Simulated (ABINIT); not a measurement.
The system is KCl.

```xyz
2
Lattice="3.8392 0.0000 0.0000 0.0000 3.8392 0.0000 0.0000 0.0000 3.8392" Properties=species:S:1:pos:R:3 pbc="T T T"
K     0.0000    0.0000    0.0000
Cl    1.9196    1.9196    1.9196
```

Measurements of this composition are mostly on another form, of space group No. 225.

Base run:

| Property | Result |
| --- | --- |
| Program | ABINIT 10.8.3 (patched build) |
| Functional | PBEsol |
| Potentials or basis | PseudoDojo NC SR PBEsol v0.4.1 standard |
| Cutoff | 1007 eV |
| k mesh | 7 × 7 × 7 |
| Occupations | fermi-dirac, width 0.05 eV |
| Spin | no spin polarisation |

Its results: band gap on the k mesh 4.64 eV, indirect (least direct gap 4.83 eV); pressure -1.5 GPa.

Q: The run is repeated on the same cell with these changes: functional from PBEsol to LDA; potentials or basis from PseudoDojo NC SR PBEsol v0.4.1 standard to JTH PAW LDA v2.0; cutoff from 1007 eV to 680 eV. What comes out?

A: Band gap on the k mesh 4.38 eV, indirect (least direct gap 4.57 eV); pressure -3.1 GPa.

Caveats: an odd mesh through Γ misses points on the zone boundary, where band edges often lie (some runs).
